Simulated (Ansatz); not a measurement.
The elements of this relaxed trial crystal are hidden behind letters.

```
lattice vectors (Å)
   2.1595   -6.4792    0.0000
   2.1595    6.4792    0.0000
   0.0000    0.0000    4.3176
fractional positions
X 0.0000 0.0000 0.0000
Z 0.6676 0.3324 0.0000
Z 0.3324 0.6676 0.0000
Z 0.1665 0.8335 0.5000
Z 0.5000 0.5000 0.5000
Z 0.8335 0.1665 0.5000
Q 0.0000 0.0000 0.5000
Q 0.3326 0.6674 0.5000
Q 0.6674 0.3326 0.5000
Q 0.5000 0.5000 0.0000
Q 0.8353 0.1647 0.0000
Q 0.1647 0.8353 0.0000
```

Method: DFT PBE, scalar-relativistic, plane waves, PAW in Ansatz 0.2.0. Plane waves to 420 eV, an 8×8×6 mesh through Γ for the 12-atom cell and 0.02 eV Gaussian smearing; no spin polarisation.

- Space group: Cmmm (No. 65)
- Conventional cell: a = 4.319 Å, b = 12.958 Å, c = 4.318 Å
- Volume per atom: 10.07 Å³
- Density: 6.15 g/cm³
- Formation energy: −1.510 eV/atom
- Gap on the 8×8×6 mesh of the 12-atom cell: 0.99 eV

Energies are uncorrected and count from the elements' standard states at the same level.

Q: X is an s-block element of period 3, Z is a d-block element of period 4 and Q is a p-block element of period 2. Which elements are they?

A: X = Mg, Z = Zn, Q = O, so the formula is MgZn5O6. Density times volume gives a mean mass of 6.15 × 10.07/1.6605 = 37.3 u per atom, and this set has 37.3 u. Among the elements that the hints allow, noble gases aside, only these give it. Around Mg lie 6 O at 2.13–2.16 Å; Zn on a site of symmetry m2m is surrounded by 6 O at 2.16–2.17 Å; around O on a site of symmetry mmm lie 4 Zn at 2.16 Å and 2 Mg at 2.16 Å; 5 more sites not described.

Kohn–Sham gaps at this level usually fall short of measured ones. Symmetry constrained the relaxation, so the result can be a saddle point. Another cell of MgZn5O6 relaxed alike, in P-4m2, lies 106 meV/atom lower, so this cell isn't the stable form at this level.
